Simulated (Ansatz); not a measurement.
# SiS4: the cost of one run

Method: DFT PBE, scalar-relativistic, plane waves, PAW, in Ansatz 0.2.0.

**1. The starting structure**

It takes space group P6/mmm (No. 191, hexagonal). The conventional cell has a = 4.792 Å, b = 4.792 Å, c = 6.427 Å, α = 90.00°, β = 90.00°, γ = 120.00°. Si (site symmetry 6/mmm) has 12 S at 3.01 Å as nearest neighbours. Around S (site symmetry 3m) lie 1 S at 2.38 Å.

As a file:

```
CELL_PARAMETERS angstrom
4.79186 0.00000 0.00000
-2.39593 4.14987 0.00000
0.00000 0.00000 6.42688
ATOMIC_POSITIONS crystal
Si 0.00000 0.00000 0.50000
S 0.33333 0.66667 0.68518
S 0.66667 0.33333 0.68518
S 0.66667 0.33333 0.31482
S 0.33333 0.66667 0.31482
```

The cell is invented: random cell by space group and Wyckoff sites (P6/mmm, No. 191). Its size is a rough estimate.

**2. The guess as it stands, on a coarse mesh**

File input.yaml:

```yaml
crystal:
  lattice:
    - [4.79186136, 0.0, 0.0]
    - [-2.39593068, 4.14987367, 0.0]
    - [0.0, 0.0, 6.42687515]
  atoms:
    - { symbol: Si, position: [0.0, 0.0, 0.5] }
    - { symbol: S, position: [0.33333333, 0.66666667, 0.68518285] }
    - { symbol: S, position: [0.66666667, 0.33333333, 0.68518285] }
    - { symbol: S, position: [0.66666667, 0.33333333, 0.31481715] }
    - { symbol: S, position: [0.33333333, 0.66666667, 0.31481715] }
basis:
  ecutwfc: 420
kpoints:
  mp_grid: { grid: [6, 6, 4] }
hamiltonian:
  xc: pbe
scf:
  occupations: { method: gaussian, width: 0.1 }
  lower_state_search: "off"
output:
  forces: true
  stress: true
  eigenvalues: true
```

Launch:

```
$ ansatz run input.yaml --threads 1 --pin off --max-ram 2560MiB --backend cpu --events-out ev --progress --plain --runs-dir out
```

Q: Estimate wall time and peak memory on 1 thread of Intel Xeon 6975P-C (Granite Rapids), shared host.

About 1.7 s, with a peak of 0.41 GiB.
